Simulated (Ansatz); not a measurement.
Crystal: SnTe.

```xyz
2
Lattice="0.0000 3.6111 3.6111 3.6111 0.0000 3.6111 3.6111 3.6111 0.0000" Properties=species:S:1:pos:R:3 pbc="T T T"
Te    1.8056    1.8056    1.8056
Sn    0.0000    0.0000    0.0000
```

Measurements of this composition are mostly on another form, of space group No. 225.

* Program: Ansatz 0.2.0
* Task: relaxation of cell and atoms
* Functional: RPBE
* Potentials or basis: Ansatz PAW
* Cutoff: 420 eV (not typed: the program's choice for these potentials)
* k mesh: 7 × 7 × 7
* Occupations: fermi-dirac, width 0.05 eV
* Spin: no spin polarisation

At the start: volume 47.09 Å³/atom.

Problem. Where does the relaxation end?

Solution. It ends after 3 steps and the volume is 48.88 Å³/atom (+3.8 %); space group F-43m (No. 216, to 0.05 Å).

Step by step:
```
step  energy change (eV)  largest force (eV/Å)  volume (Å³)
   1              0.0000                0.0000        94.18
   2             -0.0104                0.0000        97.76
   3             -0.0108                0.0000        97.76
```

Final structure:
```
CELL_PARAMETERS angstrom
0.00000 3.65636 3.65636
3.65636 0.00000 3.65636
3.65636 3.65636 0.00000
ATOMIC_POSITIONS crystal
Te 0.25000 0.25000 0.25000
Sn 0.00000 0.00000 0.00000
```

Caveat: the plane-wave basis is chosen anew once the cell has moved, so the energies of steps on either side of that aren't comparable; the PAW data sets come from PBE, with cores solved anew for the run's functional, which leaves a small shift of forces and pressure.
